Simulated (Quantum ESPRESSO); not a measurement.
## AlN (F-43m): zone-centre phonons

Aim: the zone-centre modes of AlN (F-43m).

Main program and level: Quantum ESPRESSO 7.5; DFT PBE, scalar-relativistic, plane waves, GBRV ultrasoft pseudopotentials.

### Step 1. Set-up

The structure is cubic, space group F-43m (No. 216). Conventional cell: a = 4.368 Å, b = 4.368 Å, c = 4.368 Å, α = 90.00°, β = 90.00°, γ = 90.00°. Nearest to Al lie 4 N at 1.89 Å. N has 4 Al at 1.89 Å nearest. Farther neighbours and most contacts between anions are not listed.

### Step 2. A first look

Before anything dear is run, a loose run with smearing shows whether this is a metal and how far the cell is from rest.

File probe.in:

```
 &control
    calculation='scf',
    prefix='x',
    outdir='./tmp',
    pseudo_dir='./pseudo',
    tprnfor=.true.,
    tstress=.true.,
    verbosity='high',
 /
 &system
    ibrav=2,
    celldm(1)=8.25429937,
    nat=2,
    ntyp=2,
    ecutwfc=55.0,
    ecutrho=440.0,
    occupations='smearing',
    smearing='gaussian',
    degauss=0.01,
 /
 &electrons
    conv_thr=1.0d-07,
    mixing_beta=0.7,
    electron_maxstep=100,
 /
ATOMIC_SPECIES
 Al     26.9815  Al.upf
 N      14.0070  N.upf
ATOMIC_POSITIONS crystal
 Al     0.000000000   0.000000000   0.000000000
 N      0.750000000   0.750000000   0.750000000
K_POINTS automatic
 8 8 8 0 0 0
```

Run with:

```console
$ OMP_NUM_THREADS=1 mpirun -n 4 pw.x -nk 4 -in probe.in > probe.out
```

Log:

```text
[banners, grids, parts of the stress and lines that vanish by symmetry left out]
Program PWSCF v.7.5
     bravais-lattice index     =            2
     lattice parameter (alat)  =       8.2543  a.u.
[...]
kinetic-energy cutoff     =      55.0000  Ry
     charge density cutoff     =     440.0000  Ry
     scf convergence threshold =      1.0E-07
[...]
Exchange-correlation= SLA  PW   PBE  PBE
                           (   1   4   3   4   0   0   0)
[...]
24 Sym. Ops. (no inversion) found
[...]
(     0          1          0      )
                  (     0          0          1      )
[...]
(  0.0000000  1.0000000  0.0000000 )
                  (  0.0000000  0.0000000  1.0000000 )
[...]
(     1          0         -1      )
                  (     0          0         -1      )
[...]
(  0.0000000  1.0000000  0.0000000 )
[...]
(    -1          0          1      )
                  (    -1          0          0      )
[...]
(  0.0000000  0.0000000  1.0000000 )
                  (  0.0000000 -1.0000000  0.0000000 )
[...]
number of k points=    29  Gaussian smearing, width (Ry)=  0.0100
[...]
End of self-consistent calculation
[...]
the Fermi energy is     9.3498 ev
!    total energy              =     -27.04735980 Ry
[...]
convergence has been achieved in   9 iterations
[...]
atom    1 type  1   force =     0.00000000    0.00000000    0.00000000
     atom    2 type  2   force =     0.00000000    0.00000000    0.00000000
[...]
Total force =     0.000000     Total SCF correction =     0.000000
[...]
total   stress  (Ry/bohr**3)                   (kbar)     P=       52.50
[...]
XML data file, charge density, pseudopotentials, collected wavefunctions

   JOB DONE.
```

Wall time 2.4 s (4 MPI ranks of Arm Neoverse V1, shared host).

This step gave:

| Item | Value |
| --- | --- |
| volume per atom | 10.42 Å³ |
| pressure | 5.25 GPa |
| gap on the k-mesh | 3.312 eV |

A gap of 3.3 eV opens on this mesh, so the crystal is taken as an insulator; the start stands at 5.2 GPa.

### Step 3. Relaxing the cell and atoms

The relaxation runs at a cutoff a fifth above that of the response, since stress converges more slowly with the basis than frequencies do. Forces and stress are brought to rest with tight thresholds.

File relax.in:

```
 &control
    calculation='vc-relax',
    prefix='x',
    outdir='./tmp',
    pseudo_dir='./pseudo',
    tprnfor=.true.,
    tstress=.true.,
    forc_conv_thr=2.0d-05,
    etot_conv_thr=1.0d-07,
    nstep=40,
 /
 &system
    ibrav=2,
    celldm(1)=8.25429937,
    nat=2,
    ntyp=2,
    ecutwfc=66,
    ecutrho=528.0,
    occupations='fixed',
    nbnd=6,
 /
 &electrons
    conv_thr=1.0d-11,
    mixing_beta=0.7,
    electron_maxstep=100,
 /
 &ions
 /
 &cell
    press_conv_thr=0.2,
 /
ATOMIC_SPECIES
 Al     26.9815  Al.upf
 N      14.0070  N.upf
ATOMIC_POSITIONS crystal
 Al     0.000000000   0.000000000   0.000000000
 N      0.750000000   0.750000000   0.750000000
K_POINTS automatic
 8 8 8 0 0 0
```

Run with:

```console
$ OMP_NUM_THREADS=1 mpirun -n 4 pw.x -nk 4 -in relax.in > relax.out
```

Log:

```text
[banners, grids, parts of the stress and lines that vanish by symmetry left out]
[banner, memory and clock lines left out]
Program PWSCF v.7.5

[...]
kinetic-energy cutoff     =      66.0000  Ry
     charge density cutoff     =     528.0000  Ry
     scf convergence threshold =      1.0E-11
[...]
energy convergence thresh.=      1.0E-07
     force convergence thresh. =      2.0E-05
     press convergence thresh. =      2.0E-01
     Exchange-correlation= SLA  PW   PBE  PBE
                           (   1   4   3   4   0   0   0)
[...]
24 Sym. Ops. (no inversion) found
[...]
number of k points=    29
[...]
End of self-consistent calculation
[...]
highest occupied, lowest unoccupied level (ev):     6.9632   10.2754
!    total energy              =     -27.04753761 Ry
[...]
convergence has been achieved in  16 iterations
[...]
atom    1 type  1   force =    -0.00000000   -0.00000000    0.00000000
     atom    2 type  2   force =     0.00000000   -0.00000000    0.00000000
     Total force =     0.000000     Total SCF correction =     0.000000
[...]
total   stress  (Ry/bohr**3)                   (kbar)     P=       53.64
[...]
number of bfgs steps    =   0
[...]
CELL_PARAMETERS (alat=  8.25429937)
[...]
ATOMIC_POSITIONS (crystal)
Al               0.0000000000       -0.0000000000       -0.0000000000
N                0.7500000000        0.7500000000        0.7500000000
[...]
New effective cutoffs (rho, wfc):  516.66   64.80
[...]
End of self-consistent calculation
[...]
highest occupied, lowest unoccupied level (ev):     6.6821    9.9803
!    total energy              =     -27.04820767 Ry
[...]
convergence has been achieved in   8 iterations
[...]
atom    1 type  1   force =     0.00000000    0.00000000    0.00000000
     atom    2 type  2   force =     0.00000000   -0.00000000    0.00000000
     Total force =     0.000000     Total SCF correction =     0.000000
[...]
total   stress  (Ry/bohr**3)                   (kbar)     P=       -1.62
[...]
number of bfgs steps    =   1
[...]
CELL_PARAMETERS (alat=  8.25429937)
[...]
ATOMIC_POSITIONS (crystal)
Al               0.0000000000       -0.0000000000       -0.0000000000
N                0.7500000000        0.7500000000        0.7500000000
[...]
New effective cutoffs (rho, wfc):  516.94   64.83
[...]
End of self-consistent calculation
[...]
highest occupied, lowest unoccupied level (ev):     6.6904    9.9890
!    total energy              =     -27.04820834 Ry
[...]
convergence has been achieved in   7 iterations
[...]
atom    1 type  1   force =    -0.00000000    0.00000000    0.00000000
     atom    2 type  2   force =     0.00000000   -0.00000000   -0.00000000
     Total force =     0.000000     Total SCF correction =     0.000000
[...]
total   stress  (Ry/bohr**3)                   (kbar)     P=       -0.06
[...]
number of bfgs steps    =   2
[...]
small trust_radius: resetting bfgs history
[...]
CELL_PARAMETERS (alat=  8.25429937)
[...]
ATOMIC_POSITIONS (crystal)
Al               0.0000000000        0.0000000000        0.0000000000
N                0.7500000000        0.7500000000        0.7500000000
[...]
New effective cutoffs (rho, wfc):  516.95   64.83
[...]
End of self-consistent calculation
[...]
highest occupied, lowest unoccupied level (ev):     6.6907    9.9893
!    total energy              =     -27.04820834 Ry
[...]
convergence has been achieved in   5 iterations
[...]
atom    1 type  1   force =    -0.00000000   -0.00000000   -0.00000000
     atom    2 type  2   force =    -0.00000000    0.00000000   -0.00000000
     Total force =     0.000000     Total SCF correction =     0.000000
[...]
total   stress  (Ry/bohr**3)                   (kbar)     P=       -0.00
[...]
bfgs converged in   4 scf cycles and   3 bfgs steps
[...]
End of BFGS Geometry Optimization
     Final enthalpy           =     -27.0482083416 Ry
     File ./tmp/x.bfgs deleted, as requested
[...]
CELL_PARAMETERS (alat=  8.25429937)
[...]
ATOMIC_POSITIONS (crystal)
Al               0.0000000000        0.0000000000        0.0000000000
N                0.7500000000        0.7500000000        0.7500000000
[...]
Final scf calculation at the relaxed structure.
[...]
kinetic-energy cutoff     =      66.0000  Ry
     charge density cutoff     =     528.0000  Ry
     scf convergence threshold =      1.0E-13
[...]
press convergence thresh. =      2.0E-01
     Exchange-correlation= SLA  PW   PBE  PBE
                           (   1   4   3   4   0   0   0)
[...]
24 Sym. Ops. (no inversion) found
[...]
number of k points=    29
[...]
End of self-consistent calculation
[...]
highest occupied, lowest unoccupied level (ev):     6.6907    9.9893
!    total energy              =     -27.04821162 Ry
[...]
convergence has been achieved in  19 iterations
[...]
atom    1 type  1   force =    -0.00000000   -0.00000000   -0.00000000
     atom    2 type  2   force =    -0.00000000   -0.00000000    0.00000000
     Total force =     0.000000     Total SCF correction =     0.000000
[...]
total   stress  (Ry/bohr**3)                   (kbar)     P=        0.07
[...]
XML data file, charge density, pseudopotentials, collected wavefunctions
```

Run time: 10 s. Hardware: 4 MPI ranks; 41 s of CPU time.

Relaxation path:

```tsv
step	energy less that of the first step (eV)	largest force (eV/Å)	pressure (GPa)	volume (Å³)
1	0.0000	0.0000	5.36	20.83
2	-0.0091	0.0000	-0.16	21.41
3	-0.0091	0.0000	-0.01	21.39
4	-0.0091	0.0000	0.00	21.39
5	-0.0092	0.0000	0.01	21.39
```

```tsv
conventional cell, symmetrised	before	after	change
a (Å)	4.368	4.407	+0.9 %
b (Å)	4.368	4.407	+0.9 %
c (Å)	4.368	4.407	+0.9 %
volume (Å³/atom)	10.42	10.70	+2.7 %
```

The relaxed structure:

```
Al N
1.0
    -2.20329    0.00000    2.20329
     0.00000    2.20329    2.20329
    -2.20329    2.20329    0.00000
Al N
1 1
Direct
  0.00000 0.00000 0.00000
  0.75000 0.75000 0.75000
```

The last row of the table of steps is pw.x's closing run on a basis chosen anew for the final cell, so its energy can jump.

This step gave:

```yaml
volume_per_atom: 10.70 Å³
pressure: 0.007000 GPa
gap_on_the_k_mesh: 3.299 eV
```

The volume changes by +2.7 % from the cell with which this run began.

### Step 4. Self-consistent run for the response

The response is built on this ground state, so it is converged far tighter than an energy would need. With a gap, occupations are fixed, which also allows the response to an electric field.

File scf.in:

```
 &control
    calculation='scf',
    prefix='x',
    outdir='./tmp',
    pseudo_dir='./pseudo',
    tprnfor=.true.,
    tstress=.true.,
 /
 &system
    ibrav=2,
    celldm(1)=8.32721651,
    nat=2,
    ntyp=2,
    ecutwfc=55.0,
    ecutrho=440.0,
    occupations='fixed',
    nbnd=6,
 /
 &electrons
    conv_thr=1.0d-12,
    mixing_beta=0.7,
    electron_maxstep=100,
 /
ATOMIC_SPECIES
 Al     26.9815  Al.upf
 N      14.0070  N.upf
ATOMIC_POSITIONS crystal
 Al     0.000000000   0.000000000   0.000000000
 N      0.750000000   0.750000000   0.750000000
K_POINTS automatic
 8 8 8 0 0 0
```

Run with:

```console
$ OMP_NUM_THREADS=1 mpirun -n 4 pw.x -nk 4 -in scf.in > scf.out
```

Log:

```text
[banners, grids, parts of the stress and lines that vanish by symmetry left out]
[banner, memory and clock lines left out]
Program PWSCF v.7.5

[...]
kinetic-energy cutoff     =      55.0000  Ry
     charge density cutoff     =     440.0000  Ry
     scf convergence threshold =      1.0E-12
[...]
Exchange-correlation= SLA  PW   PBE  PBE
                           (   1   4   3   4   0   0   0)
[...]
24 Sym. Ops. (no inversion) found
[...]
number of k points=    29
[...]
End of self-consistent calculation
[...]
highest occupied, lowest unoccupied level (ev):     6.6910    9.9894
!    total energy              =     -27.04803365 Ry
[...]
convergence has been achieved in  17 iterations
[...]
atom    1 type  1   force =     0.00000000    0.00000000   -0.00000000
     atom    2 type  2   force =     0.00000000   -0.00000000    0.00000000
     Total force =     0.000000     Total SCF correction =     0.000000
[...]
total   stress  (Ry/bohr**3)                   (kbar)     P=       -1.06
[...]
XML data file, charge density, pseudopotentials, collected wavefunctions
```

It took 3.1 s on 4 MPI ranks; 12 s of CPU time.

This step gave:

```yaml
pressure: -0.1060 GPa
gap_on_the_k_mesh: 3.298 eV
```

The cell stands at -0.11 GPa, close enough for phonons.

(Continued in part 2 of 3.)

[Host names and launcher messages were left out of these logs when they were recorded.]

[Logs are printed without paths, hosts, clocks, repeated set-up lines and the standing remarks that a program may print on its own settings, such as how far it seeks lower states.]

[Hosts, paths, dates, database ids (printed as entryN), source tags and the programs' standing remarks are cut or masked in the printed files.]
